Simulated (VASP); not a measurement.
Runs of VASP 6.6.1 on Te2Mo. The structure is hexagonal, space group P6_3/mmc (No. 194). Conventional cell: a = 3.518 Å, b = 3.518 Å, c = 13.974 Å, α = 90.00°, β = 90.00°, γ = 120.00°. Te (site symmetry 3m) is surrounded by 3 Mo at 2.72 Å. Mo (site symmetry -6m2) is surrounded by 6 Te at 2.72 Å. 

```csv
task,level,potentials or basis,cell,k mesh,cutoff (eV),smearing,ladder,GW scheme,GW iterations,cutoff of the response function,frequency points,mesh quality,gap on the mesh (eV),pressure (GPa),relaxed volume (Å³/atom),largest force (eV/Å)
relaxation of cell and atoms,PBE+D3(BJ),"VASP PAW PBE potentials, release 64 (Te, Mo_sv)",relaxed,8 × 8 × 2,600,gaussian 0.02 eV,gaps,-,-,-,-,not flagged,0.70,0.0,(b),0.01
relaxation of cell and atoms,PBEsol+D3(BJ),"VASP PAW PBE potentials, release 64 (Te, Mo_sv)",relaxed,9 × 9 × 2,600,fermi-dirac 0.05 eV,-,-,-,-,-,not flagged,0.42,0.0,22.71,0.01
relaxation of cell and atoms,BLYP,"VASP PAW PBE potentials, release 64 (Te, Mo_sv)",relaxed,9 × 9 × 2,600,fermi-dirac 0.05 eV,-,-,-,-,-,not flagged,0.86,0.0,35.56,-
band structure,revPBE,"VASP PAW PBE potentials, release 64 (Te, Mo_sv)",as given,9 × 9 × 2,520,fermi-dirac 0.05 eV,-,-,-,-,-,not flagged,0.79,-,-,-
relaxation of cell and atoms,PBEsol+rVV10,"VASP PAW PBE potentials, release 64 (Te, Mo_sv)",relaxed,9 × 9 × 2,600,fermi-dirac 0.05 eV,-,-,-,-,-,not flagged,0.70,0.0,24.22,-
Born charges and dielectric tensor,PBE,"VASP PAW PBE potentials, release 64 (Te, Mo_sv)",as given,10 × 10 × 2,520,gaussian 0.02 eV,gaps,-,-,-,-,not flagged,0.70,-,-,-
band structure,AM05,"VASP PAW PBE potentials, release 64 (Te, Mo_sv)",as given,9 × 9 × 2,520,fermi-dirac 0.05 eV,-,-,-,-,-,not flagged,0.78,-1.2,-,0.17
band structure,LMBJ,"VASP PAW PBE potentials, release 64 (Te, Mo_sv)",as given,9 × 9 × 2,520,fermi-dirac 0.05 eV,-,-,-,-,-,not flagged,0.88,-,-,-
single point,PBE,"VASP PAW PBE potentials, release 64 (Te, Mo_sv)",as given,9 × 9 × 2,520,gaussian 0.012 eV,-,-,-,-,-,not flagged,0.78,2.9,-,0.19
band structure,BLYP,"VASP PAW PBE potentials, release 64 (Te, Mo_sv)",as given,9 × 9 × 2,520,fermi-dirac 0.05 eV,-,-,-,-,-,not flagged,(a),-,-,-
relaxation of cell and atoms,revPBE,"VASP PAW PBE potentials, release 64 (Te, Mo_sv)",relaxed,9 × 9 × 2,600,fermi-dirac 0.05 eV,-,-,-,-,-,not flagged,1.02,0.0,33.49,-
```

Alike in all rows: no spin polarisation.

**Question.** Fill in the values left out.

**Answer.** (a) 0.80; (b) 24.19.

Caveats: spin-orbit coupling is left out, which moves the levels of the heavy elements; the PAW data sets were made with another functional, which shifts forces and pressure a little (some runs); an odd mesh through Γ misses points on the zone boundary, where band edges often lie (some runs); this functional lacks dispersion, which binds the layers, so the pressure and a relaxed spacing across them are unreliable (some runs); the volume moved by over 15 % at a fixed basis, so the end points are rough (some runs); this functional lacks dispersion, which binds the layers, so the pressure and a relaxed spacing across them are unreliable, and here the layers came unbound (some runs); the volume moved by +42 % from the deposited cell, more than functionals usually miss (some runs).

A k mesh can miss the band edges, and the runs leave out spin-orbit coupling on Mo, Te.

Not every run made on this cell is shown here.
